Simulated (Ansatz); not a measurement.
## Li2Se under changes of volume

One of the cells (18.045 Å³/atom); the others are scaled copies at fixed shape and fractional positions:

```xyz
3
Lattice="0.0000 3.0025 3.0025 3.0025 0.0000 3.0025 3.0025 3.0025 0.0000" Properties=species:S:1:pos:R:3 pbc="T T T"
Se    0.0000    0.0000    0.0000
Li    4.5038    4.5038    4.5038
Li    1.5012    1.5012    1.5012
```

```yaml
Program: Ansatz 0.2.0
Functional: LDA
Potentials_or_basis: Ansatz PAW
Cutoff: "420 eV (not typed: the program's choice for these potentials)"
k_mesh: 8 × 8 × 8
Occupations: fermi-dirac, width 0.05 eV
Spin: no spin polarisation
```

```tsv
volume (Å³/atom)	energy over the lowest point (meV/atom)	pressure (GPa)	gap on the mesh (eV)
16.962	0.00	-0.6	2.76
17.323	2.25	-1.4	2.78
17.684	?	?	?
18.045	11.26	-2.6	2.81
18.406	17.72	-3.1	2.83
18.767	25.31	-3.6	2.84
19.128	33.93	-4.0	2.85
```

Q: What does the run at 17.684 Å³/atom give?

A: Energy over the lowest point 6.06 meV/atom; pressure -2.0 GPa; gap on the mesh 2.80 eV.

Worked out: A Birch-Murnaghan fit of order 3 (a polynomial in V^(-2/3)) to the other rows has its minimum at 16.68 Å³/atom, just outside them, with B0 = V·E''(V) = 38 GPa and B' = 3.9. It gives 6.06 meV/atom at 17.684 Å³/atom, against the run's 6.06, and -dE/dV = -2.0 GPa, against -2.0. A straight line through the other rows of the gap, of slope 0.76 eV per unit of ln V, gives 2.79 eV, against the run's 2.80.

Energies are extrapolated to zero smearing.

Caveats: the PAW data sets come from PBE, with cores solved anew for the run's functional, which leaves a small shift of forces and pressure.

A mesh can miss the band edges. Spin-orbit coupling on Se is left out.
